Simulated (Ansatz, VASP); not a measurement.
## Two plane-wave programs on V

File INCAR:

```
SYSTEM = V
PREC = Accurate
ENCUT = 600
EDIFF = 1E-7
ISMEAR = 0
SIGMA = 0.1
LREAL = .False.
LASPH = .True.
NELM = 80
ALGO = Normal
ISIF = 3
LWAVE = .False.
LCHARG = .False.
GGA = PE
IBRION = 2
NSW = 90
EDIFFG = -0.04
```

The input KPOINTS:

```
regular mesh
0
Gamma
  8 8 8
  0 0 0
```

File POSCAR:

```
V
1.0
   -1.3336029348      1.3336029348      2.0288823175
    1.3336029348     -1.3336029348      2.0288823175
    1.3336029348      1.3336029348     -2.0288823175
V
1
Direct
    0.0000000000      0.0000000000      0.0000000000
```

Input for Ansatz:

```yaml
crystal:
  lattice:
    - [-1.3336029348, 1.3336029348, 2.0288823175]
    - [1.3336029348, -1.3336029348, 2.0288823175]
    - [1.3336029348, 1.3336029348, -2.0288823175]
  atoms:
    - { symbol: V, position: [0.0, 0.0, 0.0] }
basis:
  ecutwfc: 420
kpoints:
  mp_grid: { grid: [8, 8, 8] }
hamiltonian:
  xc: pbe
scf:
  occupations: { method: gaussian, width: 0.1 }
  lower_state_search: "off"
output:
  forces: true
  stress: true
  eigenvalues: true
relax:
  adjacent_minimum: "off"
  f_tol: 0.04
  max_steps: 70
  cell: { stress_tol: 0.4 }
```

Alike in both runs: task relaxation of cell and atoms; functional PBE; k mesh 8 × 8 × 8; occupations gaussian, width 0.1 eV; no spin polarisation.

|  | VASP | Ansatz |
| --- | --- | --- |
| version | VASP 6.6.1 | Ansatz 0.2.0 |
| potentials or method | VASP PAW PBE potentials, release 64 (V_sv) | scalar-relativistic, plane waves, PAW |
| plane-wave cutoff (eV) | 600 | 420 |
| valence electrons in the cell | 13 | 13 |

Ansatz gave:

- gap on the k mesh at the Fermi level, each at its own relaxed structure (eV): none
- relaxed volume (Å³/atom): 13.63
- relaxed cell length with the largest relative difference (Å): 2.839
- energy change over the relaxation (meV/atom): -135

Question: What did VASP give for the same quantities?

Answer: gap on the k mesh at the Fermi level, each at its own relaxed structure (eV): none; relaxed volume (Å³/atom): 13.63; relaxed cell length with the largest relative difference (Å): 2.838; energy change over the relaxation (meV/atom): -134.

A gap of «none» marks a metal or a gap that the smearing closes.

Caveats: the k mesh is coarse (spacing up to 0.42 Å⁻¹), so the values aren't converged.
